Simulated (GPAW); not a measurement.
# SnTe: relaxation of cell and atoms with PBEsol

The system is SnTe.

```xyz
2
Lattice="0.0000 3.6111 3.6111 3.6111 0.0000 3.6111 3.6111 3.6111 0.0000" Properties=species:S:1:pos:R:3 pbc="T T T"
Te    1.8056    1.8056    1.8056
Sn    0.0000    0.0000    0.0000
```

Measurements of this composition are mostly on another form, of space group No. 225.

```
Program             : GPAW 26.7.0
Task                : relaxation of cell and atoms
Functional          : PBEsol
Potentials or basis : PAW data sets generated in the run's folder for this functional
Cutoff              : 600 eV
Basis               : pw
k mesh              : 7 × 7 × 7
Occupations         : fermi-dirac, width 0.05 eV
Spin                : no spin polarisation
Target pressure     : 10 GPa
Maxiter             : 150
Optimizer           : BFGS
Fmax                : 0.02 eV/Å
Max steps           : 60
Target pressure     : 10 GPa
Convergence         : density=1e-05 forces=0.0001
```

```
Relaxed volume                                         : 34.83 Å³/atom
Relaxed cell                                           : a = 4.619 Å, b = 4.619 Å, c = 4.619 Å, α = 60.00°, β = 60.00°, γ = 60.00°
Space group after relaxing (to 0.05 Å)                 : F-43m (No. 216)
Energy change on relaxing (the enthalpy is what falls) : +227.3 meV/atom
Ionic steps                                            : 5
Pressure after relaxing                                : 10.0 GPa
Band gap on the k mesh                                 : none (metal or under the smearing width)
```

The path:
| step | energy change (eV) | largest force (eV/Å) | pressure (GPa) | volume (Å³) |
| --- | --- | --- | --- | --- |
| 1 | 0.0000 | 0.0000 | -1.50 | 94.18 |
| 2 | -0.0262 | 0.0000 | 0.24 | 87.60 |
| 3 | 0.6620 | 0.0000 | 12.82 | 66.75 |
| 4 | 0.4276 | 0.0000 | 9.60 | 70.11 |
| 5 | 0.4546 | 0.0000 | 9.99 | 69.67 |

Final structure:
```
CELL_PARAMETERS angstrom
0.00000 3.26589 3.26589
3.26589 0.00000 3.26589
3.26589 3.26589 0.00000
ATOMIC_POSITIONS crystal
Te 0.25000 0.25000 0.25000
Sn 0.00000 0.00000 0.00000
```

Levels at points of the mesh, in eV from the Fermi level:
| k point | band 6 | band 7 | band 8 | band 9 | band 10 | band 11 | band 12 | band 13 | band 14 | band 15 |
| --- | --- | --- | --- | --- | --- | --- | --- | --- | --- | --- |
| (0.00, 0.00, 0.00) | -13.44 | -4.20 | -2.69 | -2.69 | -2.69 | 0.68 | 0.68 | 0.68 | 3.87 | 6.50 |

Wall time 86 s on 1 thread of Arm Neoverse V2, with other jobs on the host, peak memory 0.26 GiB.

Caveat: later steps reuse the first step's grids; the volume moved by over 15 % at a fixed basis, so the end points are rough. The run has no spin-orbit coupling, so splittings on Te are missing.
